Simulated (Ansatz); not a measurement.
AlN: single point with PBE

AlN:

```
Al N
1.0
     0.00000    2.18399    2.18399
     2.18399    0.00000    2.18399
     2.18399    2.18399    0.00000
Al N
1 1
Direct
  0.00000 0.00000 0.00000
  0.25000 0.25000 0.25000
```

Measurements of this composition are mostly on another form, of space group No. 186.

| Property | Result |
| --- | --- |
| Program | Ansatz 0.2.0 |
| Task | single point |
| Functional | PBE |
| Potentials or basis | all-electron LAPW, scalar-relativistic |
| Cutoff | 378 eV (chosen from the basis error) |
| Basis error allowed | 0.001 eV/atom |
| k mesh | 10 × 10 × 10 |
| Occupations | gaussian, width 0.018 eV |
| Spin | no spin polarisation |

```yaml
Pressure: 4.8 GPa
Band_gap_on_the_k_mesh: 3.32 eV, indirect (least direct gap 4.19 eV)
```

Levels at points of the mesh, in eV from the valence-band top:
| k point | band 6 | band 7 | band 8 | band 9 | band 10 | band 11 | band 12 | band 13 |
| --- | --- | --- | --- | --- | --- | --- | --- | --- |
| (0.00, 0.00, 0.00) | -14.98 | 0.00 | 0.00 | 0.00 | 4.19 | 12.56 | 12.56 | 12.56 |
| (0.00, 0.00, -0.50) | -12.93 | -5.85 | -0.48 | -0.48 | 7.38 | 9.86 | 11.14 | 11.14 |
| (0.00, -0.50, -0.50) | -12.29 | -4.90 | -1.77 | -1.77 | 3.32 | 8.61 | 13.95 | 15.73 |

It took 18 s on 1 thread of Intel(R) Xeon(R) Processor @ 2.50GHz (Skylake/Cascade Lake), on a shared host, peak memory 0.27 GiB.

A k mesh can miss the band edges.
